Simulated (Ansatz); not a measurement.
SnO2 (Cassiterite):

```
CELL_PARAMETERS angstrom
4.73800 0.00000 0.00000
0.00000 4.73800 0.00000
0.00000 0.00000 3.18650
ATOMIC_POSITIONS crystal
Sn 0.50000 0.50000 0.50000
Sn 0.00000 0.00000 0.00000
O 0.80710 0.19290 0.50000
O 0.69290 0.69290 0.00000
O 0.19290 0.80710 0.50000
O 0.30710 0.30710 0.00000
```

```yaml
Program: Ansatz 0.2.0
Task: relaxation of cell and atoms
Functional: PBE
Potentials_or_basis: Ansatz PAW
Cutoff: "420 eV (not typed: the program's choice for these potentials)"
k_mesh: 6 × 6 × 8
Occupations: fermi-dirac, width 0.05 eV
Spin: no spin polarisation
```

At the start: volume 11.92 Å³/atom.

Where does the relaxation end?

It ends after 7 steps and the volume is 12.58 Å³/atom (+5.5 %); space group P4_2/mnm (No. 136, to 0.05 Å).

The path:
| step | energy change (eV) | largest force (eV/Å) | volume (Å³) |
| --- | --- | --- | --- |
| 1 | 0.0000 | 0.2753 | 71.53 |
| 2 | -0.1050 | 0.0297 | 75.13 |
| 3 | -0.1047 | 0.0464 | 75.26 |
| 4 | -0.1052 | 0.0077 | 75.23 |
| 5 | -0.1294 | 0.0089 | 75.23 |
| 6 | -0.1286 | 0.0005 | 75.45 |
| 7 | -0.1297 | 0.0006 | 75.45 |

Final structure:
```
Sn O
1.0
     4.82700    0.00000    0.00000
     0.00000    4.82700    0.00000
     0.00000    0.00000    3.23828
Sn O
2 4
Direct
  0.50000 0.50000 0.50000
  0.00000 0.00000 0.00000
  0.80657 0.19343 0.50000
  0.69343 0.69343 0.00000
  0.19343 0.80657 0.50000
  0.30657 0.30657 0.00000
```

Caveat: the plane-wave basis is chosen anew once the cell has moved, so the energies of steps on either side of that aren't comparable; the pressure holds a Pulay correction of +0.8 GPa for the finite cutoff.
